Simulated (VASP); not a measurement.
# BN: convergence, self-consistent run

BN, P1 (no. 1), 4 atoms in the cell. PBE; PAW potentials N, B (PBE set). VASP 6.6.1. The atoms are moved at random off their ideal places.

Wanted: energy within 1 meV/atom; forces within 0.005 eV/Å; pressure within 0.1 GPa.

POSCAR:
```
BN
1.0
    2.5539396017      0.0000000000      0.0000000000
   -1.2769698009      2.2117765748      0.0000000000
    0.0000000000      0.0000000000      4.2268550000
N B
2 2
Direct
    0.3365110000      0.6668360000      0.1284800000
    0.6565330000      0.3281590000      0.6211270000
    0.3311970000      0.6639980000      0.5001640000
    0.6642870000      0.3271350000      0.9958560000
```

## One numerical tag moved

| One numerical tag moved | Energy less reference (meV/atom) | Forces, largest deviation (eV/Å) | Pressure (GPa) | SCF iterations | Time (s) |
|---|---|---|---|---|---|
| default | 0.0 | 0.0000 | 0.31 | 14 | 40 |
| DEPER = 0.05 | 0.0 | 0.0001 | 0.31 | 13 | 44 |
| NBLK = 64 | 0.0 | 0.0000 | 0.31 | 14 | 41 |
| LMAXPAW = -1 | -24.7 | 0.0056 | -1.83 | 13 | 39 |
| WEIMIN = 0.0 | 0.0 | 0.0000 | 0.31 | 14 | 43 |
| LMAXPAW = 0 | 0.0 | 0.0018 | 0.31 | 14 | 51 |
| RANDOM_GENERATOR = pcg_32 | 0.0 | 0.0000 | 0.31 | 14 | 44 |
| LASYNC = T | 0.0 | 0.0000 | 0.31 | 14 | 45 |
| EBREAK = 0.0001 | 0.0 | 0.0001 | 0.31 | 14 | 36 |

Chosen: default; no other choice that stays within half of the tolerance saves 30 % of the time.

## The input

INCAR:
```
ALGO = Normal
EDIFF = 1E-7
ENCUT = 520
ISIF = 2
ISMEAR = 0
LASPH = T
LCHARG = F
LREAL = F
LWAVE = F
NELM = 100
PREC = Accurate
SIGMA = 0.02
```

KPOINTS:
```
k-points
0
Gamma
  10 10 5
```

Commands:
```
cat potpaw_PBE.64/N/POTCAR potpaw_PBE.64/B/POTCAR > POTCAR
mpirun -np 1 vasp_std > vasp.out
```

The chosen input took VASP 6.6.1 40 s on 1 core (Intel Xeon Platinum 8488C (Sapphire Rapids)), a shared host.

## An input that fails: LMAXPAW = -1 without LASPH

It runs to its end, but against the unchanged starting input it is off by 24.7 meV/atom in the energy, 0.0056 eV/Å in the forces, 2.14 GPa in the pressure.

Changes against the starting input:
```
- LASPH = True
+ LASPH = False
+ LMAXPAW = -1
```
